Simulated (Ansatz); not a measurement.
# Bi: further runs on the relaxed cell

The task here is to estimate one member of a computed series from the others.

Method: DFT PBEsol, scalar-relativistic, plane waves, PAW, in Ansatz 0.2.0.

1 further run of the same task is left out (set aside as unsound or not needed).

### The structure to begin with

Symmetry: Im-3m, No. 229, cubic system. The conventional cell has a = 3.914 Å, b = 3.914 Å, c = 3.914 Å, α = 90.00°, β = 90.00°, γ = 90.00°. Around Bi (site symmetry m-3m) lie 8 Bi at 3.39 Å.

As a file:

```cif
data_structure
_symmetry_space_group_name_H-M 'Im-3m'
_symmetry_Int_Tables_number 229
_cell_length_a 3.9136
_cell_length_b 3.9136
_cell_length_c 3.9136
_cell_angle_alpha 90.000
_cell_angle_beta 90.000
_cell_angle_gamma 90.000
_cell_volume 59.94
loop_
_atom_site_label
_atom_site_type_symbol
_atom_site_symmetry_multiplicity
_atom_site_Wyckoff_symbol
_atom_site_fract_x
_atom_site_fract_y
_atom_site_fract_z
_atom_site_occupancy
Bi1 Bi 2 a 0.00000 0.00000 0.00000 1
```

It goes back to an entry of the Materials Project, which need not be the stable form.

It is the result of an earlier relaxation at this level (volume 29.97 Å³/atom; gap on the mesh: none (metal)).

The first run:

Contents of input.yaml:

```yaml
crystal:
  lattice:
    - [-1.9568224047, 1.9568224047, 1.9568224047]
    - [1.9568224047, -1.9568224047, 1.9568224047]
    - [1.9568224047, 1.9568224047, -1.9568224047]
  atoms:
    - { symbol: Bi, position: [0.0, 0.0, 0.0] }
basis:
  ecutwfc: 420
kpoints:
  mp_grid: { grid: [16, 16, 16] }
  band_path:
    path:
      - [[0.0, 0.0, 0.0], [0.5, -0.5, 0.5], [0.0, 0.0, 0.5], [0.0, 0.0, 0.0], [0.25, 0.25, 0.25], [0.5, -0.5, 0.5]]
      - [[0.25, 0.25, 0.25], [0.0, 0.0, 0.5]]
    npoints: 14
hamiltonian:
  xc: pbesol
scf:
  occupations: { method: gaussian, width: 0.1 }
  n_extra_bands: 6
output:
  forces: true
  stress: true
  eigenvalues: true
  populations: true
  dos: { projected: true, de: 0.02, nscf_kmesh: { grid: [24, 24, 24] } }
  bader: true
  write_density: true
  write_potential: true
  elf: true
  volumetric_format: npy
```

Launch:

```
$ ansatz run input.yaml --threads 1 --pin off --max-ram 2560MiB --backend cpu --events-out ev --progress --plain --runs-dir out
```

Steps of the session up to this table: Electronic structure at the relaxed geometry; The cell scaled to 0.97 of its volume; Point at V/V0 = 1.03; The cell scaled to 0.94 of its volume; Volume × 1.06.

One of the session's tables, all rows but one given; the rest of the session is left out.

It belongs to the step «Equation of state». 

```
volume (Å³/atom)  energy above the lowest point (meV/atom)  pressure (GPa)
          28.174                                      21.7            4.24
          29.073                                       4.8            1.90
          29.972                                       0.0           -0.04
          30.871                                         ?               ?
          31.770                                      18.5           -2.98
```

Q: Estimate the row for volume (Å³/atom) = 30.871 from the others.

Worked estimate for «energy above the lowest point (meV/atom)». A straight line through the neighbours (29.972, 0.0) and (31.770, 18.5) gives 0.0 + (18.5 − 0.0) × (30.871 − 29.972) / (31.770 − 29.972) = 9.2; a parabola fitted to 3 rows on both sides gives 4.6.

**Answer.** energy above the lowest point (meV/atom): 5.2; pressure (GPa): -1.64. In «energy above the lowest point (meV/atom)» the line misses by +4.0 and the parabola by -0.6.
